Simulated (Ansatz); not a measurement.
An input for Ansatz 0.2.0 (ZnSe (Stilleite)):

input.yaml

```yaml
crystal:
  lattice:
    - [0.0, 2.8338, 2.8338]
    - [2.8338, 0.0, 2.8338]
    - [2.8338, 2.8338, 0.0]
  atoms:
    - { symbol: Se, position: [0.75, 0.75, 0.75] }
    - { symbol: Zn, position: [0.0, 0.0, 0.0] }
hamiltonian:
  xc: blyp
  pseudopotentials: { kind: paw, accuracy: standard }
  dispersion: d3bjatm
kpoints:
  mp_grid: { grid: [8, 8, 8], shift: [0.5, 0.5, 0.5] }
  band_path:
    path:
      - [[0.0, 0.0, 0.0], [0.5, 0.0, 0.5], [0.5, 0.25, 0.75], [0.375, 0.375, 0.75], [0.0, 0.0, 0.0], [0.5, 0.5, 0.5], [0.625, 0.25, 0.625], [0.5, 0.25, 0.75], [0.5, 0.5, 0.5], [0.375, 0.375, 0.75]]
      - [[0.625, 0.25, 0.625], [0.5, 0.0, 0.5]]
    npoints: 14
scf:
  occupations: { method: methfessel_paxton, width: 0.025 }
  n_extra_bands: 6
  lower_state_search: full
output:
  forces: true
  stress: true
  eigenvalues: true
  fatbands: false
```

Potentials or basis: SSSP efficiency PAW.

Run with:

```console
$ ansatz run input.yaml --threads 1 --pin off --max-ram 2560MiB --backend cpu --events-out ev --progress --plain --runs-dir out
```

Q: What does the program do with it?

A: The run stopped without a result. It printed:

Output:

```text
Error: no pseudopotential record for Se at <dir> Nothing was run.
  By this build's list the table `kind: paw`, `accuracy: standard` of `hamiltonian.pseudopotentials` has no Se in this build's library.
Fix: take Se from another table that serves this run, or name a record of your own for Se alone.
  `kind`, and `accuracy` or `source` (`level` with this project's own files alone, `core` of norm-conserving files with no table named), under `hamiltonian.pseudopotentials` apply to every element of the deck. For PBE this build's library has files of Se, which may not all serve this run, under
    kind: paw      source: ansatz or jth (the limits of `source: ansatz`: that key's Limitations)
    kind: nc       source: ansatz or spms, or accuracy: standard or stringent
  To change Se alone, name a record of the deck's `kind` under `hamiltonian.pseudopotentials.azcp`, as `Se: <path>` (`python -m ansatz.pseudopotential add <file.upf> <file.azcp>` makes one from a UPF file).
  `python` is the interpreter of the environment that holds the engine's wheel, or a checkout's `.venv/bin/python`.
```
